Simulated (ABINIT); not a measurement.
Wanted: the native input for an ABINIT 10.8.3 (patched build) run.

```
Task                : single point
Functional          : PBEsol
Potentials or basis : PseudoDojo NC SR PBEsol v0.4.1 standard
Cutoff              : 1143 eV
k mesh              : 10 × 10 × 10
Occupations         : fermi-dirac, width 0.05 eV
Spin                : no spin polarisation
```

The system is As.

```xyz
1
Lattice="2.7037 0.0000 0.0000 0.0000 2.7037 0.0000 0.0000 0.0000 2.7037" Properties=species:S:1:pos:R:3 pbc="T T T"
As    1.3518    1.3518    1.3518
```

This isn't the form of As at room conditions, which is rhombohedral.

One way to write it, as run:

run.abi

```
pp_dirpath "./"
pseudos "As.upf"

acell 3*1.0 Angstrom
rprim
     2.7036817444     0.0000000000     0.0000000000
     0.0000000000     2.7036817444     0.0000000000
     0.0000000000     0.0000000000     2.7036817444
ntypat 1
znucl 33
natom 1
typat 1
xcart
     2.5546090125     2.5546090125     2.5546090125

ecut 42.0

kptopt 1
ngkpt 10 10 10
nshiftk 1
shiftk 0.0 0.0 0.0

ixc -116133

nband 12
occopt 3
tsmear 0.00183747

nstep 100
tolvrs 1.0e-10

iomode 3
prtwf 0
prtden 0
prteig 0
prtebands 0
enunit 2
```

Potentials or basis: PseudoDojo NC SR PBEsol v0.4.1 standard.

Command:

```sh
$ abinit run.abi > log 2>&1
```

Results of the run:

| Quantity | Value |
| --- | --- |
| Pressure | -1.5 GPa |
| Band gap on the k mesh | none (metal or under the smearing width) |
| Valence electrons inside the program's atomic spheres | As 12.25 (radii [1.0584] Å) |

Wall time 18 s on 1 thread of Arm Neoverse V2 (shared host), peak memory 0.08 GiB.
